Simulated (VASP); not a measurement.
# MgI2 (P-3m1) in VASP: notebook

One crystal, MgI2, is run at these levels: LDA; tasks: single point, relaxation of cell and atoms.

Everything below comes from runs of VASP 6.6.1. Logs are shortened: lines on timing, memory, paths and dates and some standing lists are left out, and cuts for length are marked.

**1. The structure**

It takes space group P-3m1 (No. 164, trigonal). Conventional cell: a = 4.077 Å, b = 4.077 Å, c = 6.689 Å, α = 90.00°, β = 90.00°, γ = 120.00°. Around Mg (site symmetry -3m) lie 6 I at 2.88 Å. I (site symmetry 3m) has 3 Mg at 2.88 Å as nearest neighbours.

**2. Single point, LDA**

Contents of INCAR:

```
ALGO = Normal ; EDIFF = 1E-6
ENCUT = 520 ; ISIF = 2
ISMEAR = 0 ; LASPH = T
LCHARG = T ; LELF = T
LREAL = F ; LVHAR = T
LWAVE = F ; NBANDS = 15
NELM = 60 ; PREC = Accurate
SIGMA = 0.05
```

Contents of KPOINTS:

```
k-points
0
Gamma
  6 6 4
```

Contents of POSCAR:

```
MgI2
1.0
    4.0774752860      0.0000000000      0.0000000000
   -2.0387376430      3.5311971809      0.0000000000
    0.0000000000      0.0000000000      6.6885602206
Mg I
1 2
Direct
    0.0000000000      0.0000000000      0.0000000000
    0.3333333333      0.6666666667      0.7523486881
    0.6666666667      0.3333333333      0.2476513119
```

Potentials or basis: VASP PAW LDA potentials, release 64 (Mg, I).

Launch:

```
$ cat potpaw_LDA.64/Mg/POTCAR potpaw_LDA.64/I/POTCAR > POTCAR
$ mpirun -np 1 vasp_std > vasp.out
```

OUTCAR:

```text
EDIFF = 1E-6
   ENCUT = 520
   ISIF = 2
   ISMEAR = 0
   LASPH = T
   LREAL = F
   NELM = 60
   PREC = Accurate

 ion  position               nearest neighbor table
   1  0.000  0.000  0.000-   2 2.88   3 2.88   2 2.88   3 2.88   3 2.88   2 2.88
   2  0.333  0.667  0.752-   1 2.88   1 2.88   1 2.88
   3  0.667  0.333  0.248-   1 2.88   1 2.88   1 2.88

  LATTYP: Found a hexagonal cell.
 ALAT       =     4.0774752860
 C/A-ratio  =     1.6403680590

  Lattice vectors:

 A1 = (   4.0774752860,   0.0000000000,   0.0000000000)
 A2 = (  -2.0387376430,   3.5311971809,   0.0000000000)
 A3 = (   0.0000000000,   0.0000000000,   6.6885602206)

Analysis of symmetry for initial positions (statically):
=====================================================================
 Subroutine PRICEL returns:
 Original cell was already a primitive cell.

 Routine SETGRP: Setting up the symmetry group for a
 hexagonal supercell.

 Subroutine GETGRP returns: Found 12 space group operations
 (whereof 12 operations were pure point group operations)
 out of a pool of 24 trial point group operations.

The static configuration has the point symmetry D_3d.

Analysis of symmetry for dynamics (positions and initial velocities):
=====================================================================
 Subroutine PRICEL returns:
 Original cell was already a primitive cell.

 Routine SETGRP: Setting up the symmetry group for a
 hexagonal supercell.

 Subroutine GETGRP returns: Found 12 space group operations
 (whereof 12 operations were pure point group operations)
 out of a pool of 24 trial point group operations.

The dynamic configuration has the point symmetry D_3d.

 Subroutine INISYM returns: Found 12 space group operations
 (whereof 12 operations are pure point group operations),
 and found     1 'primitive' translations

----------------------------------------------------------------------------------------

                                     Primitive cell

  volume of cell :      96.3044

  direct lattice vectors                    reciprocal lattice vectors
     4.077475286  0.000000000  0.000000000     0.245249800  0.141595038  0.000000000
    -2.038737643  3.531197181  0.000000000     0.000000000  0.283190077  0.000000000
     0.000000000  0.000000000  6.688560221     0.000000000  0.000000000  0.149509007

  length of vectors
[... 93 lines left out ...]
   PSTRESS=    0.0 pullay stress
   NELECT =      16.0000    total number of electrons
   NUPDOWN=      -1.0000    fix difference up-down
   EMIN   =  10.00;   EMAX   =-10.00  energy-range for DOS
   EFERMI =   0.00;   METHOD = LEGACY
   ISMEAR =     0;   SIGMA  =   0.05  broadening in eV -4-tet -1-fermi 0-gaus
   EFERMI_NEDOS =   21; number of points for ismear=-14 and -15
   IALGO  =     38    algorithm
   IMIX   =      4    mixing-type and parameters
     AMIX     =   0.40;   BMIX     =  1.00
     AMIX_MAG =   1.60;   BMIX_MAG =  1.00
  volume/ion in A,a.u.               =      32.10       216.63
  Fermi-wavevector in a.u.,A,eV,Ry     =   0.899980  1.700716 11.020228  0.809964
  Thomas-Fermi vector in A             =   2.022881
   LORBIT       =      0    0 simple, 1 ext, 2 COOP (PROOUT), +10 PAW based schemes
   GGA     = CA    functional components
   LHFCALC =     F    Hartree Fock is set to
   AEXX    =    0.0000 exact exchange contribution
   IVDW    =     0    specifies the selected vdW correction
   LEPSILON=     F    determine dielectric tensor
   LRPA    =     F    only Hartree local field effects (RPA)
 non-spin polarized calculation
 Gauss-broadening in eV      SIGMA  =   0.05
  energy-cutoff  :      520.00
  volume of cell :       96.30
 maximum number of plane-waves:      2622
   NGX = 15   NGY = 15   NGZ = 25

 number of electron      15.9999998 magnetization

 Free energy of the ion-electron system (eV)
  ---------------------------------------------------
  ext. energy  EPLUGINS =         0.00000000
  ---------------------------------------------------
  free energy    TOTEN  =        -9.09548733 eV

  energy without entropy =       -9.09548733  energy(sigma->0) =       -9.09548733

 E-fermi :   3.1014     XC(G=0):  -8.8239

 val. band max:        2.8195763057   @ k =   0.0000   0.0000   0.0000
 cond. band min:       6.1422859944   @ k =   0.5000   0.0000   0.2500
 fundamental gap:      3.3227096887
 Fermi energy:         3.1014017112

 k-point     1 :       0.0000    0.0000    0.0000
  band No.  band energies     occupation
      1      -9.6151      2.00000
      2      -8.7864      2.00000
      3      -1.1484      2.00000
      4       2.2786      2.00000
      5       2.2786      2.00000
      6       2.7150      2.00000
      7       2.7150      2.00000
      8       2.8196      2.00000
      9       6.4113      0.00000
     10       7.3915      0.00000
     11       9.4393      0.00000
     12       9.4393      0.00000
     13      10.1317      0.00000
     14      10.8853      0.00000
[... 401 lines left out ...]
      2      -8.5876      2.00000
      3      -0.6242      2.00000
      4      -0.3076      2.00000
      5      -0.3076      2.00000
      6       0.2691      2.00000
      7       2.1858      2.00000
      8       2.1858      2.00000
      9       7.6201      0.00000
     10       8.2932      0.00000
     11       8.2932      0.00000
     12       9.7915      0.00000
     13      11.1096      0.00000
     14      11.3880      0.00000
     15      11.5802      0.00000

------------------------ aborting loop because EDIFF is reached ----------------------------------------

  FORCE on cell =-STRESS in cart. coord.  units (eV):
  Direction    XX          YY          ZZ          XY          YZ          ZX
  --------------------------------------------------------------------------------------
  -------------------------------------------------------------------------------------
  Total       -0.0711795     -0.0711795     -0.0593505     -0.0000000     -0.0000000      0.0000000
  in kB       -1.1841852     -1.1841852     -0.9873901     -0.0000000     -0.0000000      0.0000000
  external PRESSURE =      -1.1185868 kB  Pullay stress =       0.0000000 kB

 VOLUME and BASIS-vectors are now :
 -----------------------------------------------------------------------------
  energy-cutoff  :      520.00
  volume of cell :       96.30
      direct lattice vectors                 reciprocal lattice vectors
     4.077475286  0.000000000  0.000000000     0.245249800  0.141595038  0.000000000
    -2.038737643  3.531197181  0.000000000     0.000000000  0.283190077  0.000000000
     0.000000000  0.000000000  6.688560221     0.000000000  0.000000000  0.149509007

 POSITION                                       TOTAL-FORCE (eV/Angst)
 -----------------------------------------------------------------------------------
      0.00000      0.00000      0.00000        -0.000000      0.000000      0.000000
     -0.00000      2.35413      5.03213         0.000000     -0.000000      0.010436
      2.03874      1.17707      1.65643         0.000000      0.000000     -0.010436
 -----------------------------------------------------------------------------------
    total drift:                               -0.000000      0.000000     -0.000000

  FREE ENERGIE OF THE ION-ELECTRON SYSTEM (eV)
  ---------------------------------------------------
  free  energy   TOTEN  =        -9.0954873349 eV

  energy  without entropy=       -9.0954873349  energy(sigma->0) =       -9.09548733
```

stdout:

```text
POSCAR found type information on POSCAR MgI
 POSCAR found :  2 types and       3 ions
 scaLAPACK will be used
 LDA part: xc-table for (Slater(with rela. corr.)+CA(PZ))
 , standard interpolation
 POSCAR, INCAR and KPOINTS ok, starting setup
 FFT: planning ... GRIDC
 FFT: planning ... GRID_SOFT
 FFT: planning ... GRID
 WAVECAR not read
 entering main loop
```

Wall time 19 s (1 thread of Intel Xeon 6975P-C (Granite Rapids), shared host); peak memory 0.18 GiB.

Results:

```yaml
Free_energy: -9.0955 eV
Pressure: -0.1 GPa
Largest_force: 0.010 eV/Å
Band_gap_on_the_k_mesh: 3.32 eV, indirect (least direct gap 3.59 eV)
```

Forces in eV/Å, atoms in the order of the input:
```
Mg   0.000  0.000  0.000
I    0.000  0.000  0.010
I    0.000  0.000 -0.010
```

Caveat: spin-orbit coupling is left out, which moves the levels of the heavy elements. LDA gaps usually lie below the measured ones, often by a third to a half.

**3. Single point, LDA**

Contents of INCAR:

```
SYSTEM = MgI2
PREC = Accurate
ENCUT = 520
EDIFF = 1E-7
ISMEAR = 0
SIGMA = 0.02
LREAL = .False.
LASPH = .True.
NELM = 60
ALGO = Fast
ISIF = 2
LWAVE = .False.
LCHARG = .False.
GGA = CA
NBANDS = 15
```

Contents of KPOINTS:

```
regular mesh
0
Gamma
  6 6 4
  0 0 0
```

POSCAR is that of step 2.

Potentials or basis: VASP PAW LDA potentials, release 64 (Mg, I).

Launch:

```
$ cat potpaw_LDA.64/Mg/POTCAR potpaw_LDA.64/I/POTCAR > POTCAR
$ mpirun -np 1 vasp_std > vasp.out
```

It took 20 s on 1 thread of Intel Xeon 6975P-C (Granite Rapids), shared host; peak memory 0.18 GiB.

It converged, with:

```
Free energy            : -9.0955 eV
Pressure               : -0.1 GPa
Largest force          : 0.010 eV/Å
Band gap on the k mesh : 3.32 eV, indirect (least direct gap 3.59 eV)
```

Forces in eV/Å, atoms in the order of the input:
```
Mg   0.000  0.000  0.000
I    0.000  0.000  0.010
I    0.000  0.000 -0.010
```

Levels at points of the mesh, in eV from the valence-band top:
| k point | band 4 | band 5 | band 6 | band 7 | band 8 | band 9 | band 10 | band 11 | band 12 | band 13 |
| --- | --- | --- | --- | --- | --- | --- | --- | --- | --- | --- |
| (0.00, 0.00, 0.00) | -0.54 | -0.54 | -0.10 | -0.10 | 0.00 | 3.59 | 4.57 | 6.62 | 6.62 | 7.31 |
| (0.50, 0.00, 0.00) | -3.10 | -2.20 | -1.57 | -1.14 | -0.53 | 3.46 | 5.11 | 5.18 | 6.76 | 8.01 |
| (0.00, 0.00, 0.50) | -1.81 | -0.41 | -0.41 | -0.25 | -0.25 | 4.66 | 4.70 | 6.39 | 6.39 | 7.64 |
| (0.50, 0.00, 0.50) | -3.60 | -1.33 | -1.26 | -0.98 | -0.86 | 3.36 | 4.89 | 5.41 | 5.77 | 7.73 |

Caveat: spin-orbit coupling is left out, which moves the levels of the heavy elements. A k mesh can miss the band edges.

**4. Relaxation of cell and atoms, LDA**

This run uses another cell than the first one, of 34.18 Å³/atom, 1.065 times its volume.

Contents of INCAR:

```
SYSTEM = MgI2
ALGO = Normal ; EDIFF = 1E-7
EDIFFG = -0.005 ; ENCUT = 600
GGA = CA ; IBRION = 2
ISIF = 3 ; ISMEAR = 0
LASPH = .TRUE. ; LCHARG = .FALSE.
LREAL = .FALSE. ; LWAVE = .FALSE.
NELM = 100 ; NSW = 100
PREC = Accurate ; SIGMA = 0.02
```

Contents of KPOINTS:

```
k-points
0
G
  6 6 4
  0 0 0
```

Contents of POSCAR:

```
MgI2
1.0
    4.1537001214      0.0000000000      0.0000000000
   -2.0768500607      3.5972098248      0.0000000000
    0.0000000000      0.0000000000      6.8620000000
Mg I
1 2
Direct
    0.0000000000      0.0000000000      0.0000000000
    0.3333333333      0.6666666667      0.7576300000
    0.6666666667      0.3333333333      0.2423700000
```

Launch:

```
$ cat potpaw_LDA.64/Mg/POTCAR potpaw_LDA.64/I/POTCAR > POTCAR
$ mpirun -np 1 vasp_std > vasp.out
```

It took 2.2 min on 1 thread of Intel Xeon 6975P-C (Granite Rapids), shared host; peak memory 0.23 GiB.

Results (log left out):

| Property | Result |
| --- | --- |
| Free energy | -9.0958 eV |
| Relaxed volume | 32.01 Å³/atom |
| Relaxed cell | a = 4.072 Å, b = 4.072 Å, c = 6.687 Å, α = 90.00°, β = 90.00°, γ = 120.00° |
| Space group after relaxing (to 0.05 Å) | P-3m1 (No. 164) |
| Energy gained by relaxing | 9.0 meV/atom |
| Ionic steps | 11 |
| Pressure after relaxing | 0.0 GPa |
| Band gap on the k mesh | 3.33 eV, indirect (least direct gap 3.61 eV) |

Step by step:
```
step  energy change (eV)  largest force (eV/Å)  pressure (GPa)  volume (Å³)
   1              0.0000                0.1379           -1.50       102.53
   2             -0.0225                0.1197            0.06        97.86
   3             -0.0226                0.1042           -0.04        98.12
   4             -0.0237                0.0827           -0.03        97.88
   5             -0.0247                0.0499           -0.03        97.53
   6             -0.0242                0.0161           -0.01        96.83
   7             -0.0249                0.0274           -0.02        97.29
   8             -0.0255                0.0233           -0.02        97.10
   9             -0.0266                0.0102           -0.02        96.50
  10             -0.0262                0.0214            0.02        95.30
  11             -0.0269                0.0001            0.00        96.04
```

Final structure:
```xyz
3
Lattice="4.0725 0.0000 0.0000 -2.0362 3.5269 0.0000 0.0000 0.0000 6.6867" Properties=species:S:1:pos:R:3 pbc="T T T"
Mg    0.0000    0.0000    0.0000
I     0.0000    2.3512    5.0307
I     2.0362    1.1756    1.6560
```

Levels at points of the mesh, in eV from the valence-band top:
| k point | band 6 | band 7 | band 8 | band 9 | band 10 | band 11 |
| --- | --- | --- | --- | --- | --- | --- |
| (0.00, 0.00, 0.00) | -0.10 | -0.10 | 0.00 | 3.61 | 4.58 | 6.63 |
| (0.50, 0.00, 0.00) | -1.56 | -1.14 | -0.53 | 3.47 | 5.12 | 5.18 |
| (0.00, 0.00, 0.50) | -0.40 | -0.24 | -0.24 | 4.68 | 4.71 | 6.40 |
| (0.50, 0.00, 0.50) | -1.26 | -0.98 | -0.86 | 3.37 | 4.89 | 5.40 |

Caveat: spin-orbit coupling is left out, which moves the levels of the heavy elements.

**5. Single point, LDA**

This run uses another cell than the first one, of 34.18 Å³/atom, 1.065 times its volume.

Contents of INCAR:

```
SYSTEM = MgI2
ALGO = Fast
EDIFF = 1E-6
ENCUT = 520
ISIF = 2
ISMEAR = 0
LASPH = .True.
LCHARG = .False.
LREAL = .False.
LWAVE = .False.
NBANDS = 15
NELM = 80
PREC = Accurate
SIGMA = 0.1
```

Contents of KPOINTS:

```
k-points
0
Gamma
  6 6 4
  0 0 0
```

POSCAR is that of step 4.

Launch:

```
$ cat potpaw_LDA.64/Mg/POTCAR potpaw_LDA.64/I/POTCAR > POTCAR
$ mpirun -np 1 vasp_std > vasp.out
```

Wall time 24 s (1 thread of Intel Xeon 6975P-C (Granite Rapids), shared host); peak memory 0.2 GiB.

It converged, with:

```
Free energy            : -9.0689 eV
Pressure               : -1.5 GPa
Largest force          : 0.137 eV/Å
Band gap on the k mesh : 3.34 eV, indirect (least direct gap 3.43 eV)
```

Forces in eV/Å, atoms in the order of the input:
```
Mg   0.000  0.000  0.000
I    0.000  0.000  0.137
I    0.000  0.000 -0.137
```

Stress tensor (GPa, compression positive):
```
-1.61  0.00  0.00
 0.00 -1.61  0.00
 0.00  0.00 -1.28
```

Levels at points of the mesh, in eV from the valence-band top:
| k point | band 4 | band 5 | band 6 | band 7 | band 8 | band 9 | band 10 | band 11 | band 12 | band 13 |
| --- | --- | --- | --- | --- | --- | --- | --- | --- | --- | --- |
| (0.00, 0.00, 0.00) | -0.48 | -0.48 | -0.10 | -0.10 | 0.00 | 3.43 | 4.58 | 6.56 | 6.56 | 7.36 |
| (0.50, 0.00, 0.00) | -2.87 | -1.92 | -1.43 | -0.95 | -0.48 | 3.46 | 5.14 | 5.35 | 6.82 | 7.90 |
| (0.00, 0.00, 0.50) | -1.51 | -0.38 | -0.38 | -0.20 | -0.20 | 4.44 | 4.66 | 6.38 | 6.38 | 7.72 |
| (0.50, 0.00, 0.50) | -3.27 | -1.25 | -1.15 | -0.83 | -0.73 | 3.36 | 5.01 | 5.56 | 5.91 | 7.62 |

Caveat: spin-orbit coupling is left out, which moves the levels of the heavy elements. LDA gaps usually lie below the measured ones, often by a third to a half.

**6. Summary**

```tsv
task	cell	cutoff (eV)	smearing	gap on the mesh (eV)	pressure (GPa)	largest force (eV/Å)
single point	P-3m1, 32.1 Å³/atom	520	gaussian 0.05 eV	3.32	-0.1	0.01
single point	P-3m1, 32.1 Å³/atom	520	gaussian 0.02 eV	3.32	-0.1	0.01
relaxation of cell and atoms	relaxed	600	gaussian 0.02 eV	3.33	0.0	-
single point	P-3m1, 34.18 Å³/atom	520	gaussian 0.1 eV	3.34	-1.5	0.14
```

Alike in all rows: level LDA; potentials or basis VASP PAW LDA potentials, release 64 (Mg, I); no spin polarisation; k mesh 6 × 6 × 4.

On the cell as given the gap runs from 3.32 eV (LDA) to 3.34 eV (LDA).

Caveats: spin-orbit coupling is left out, which moves the levels of the heavy elements.

Absolute energies hang on the potentials; compare differences alone.
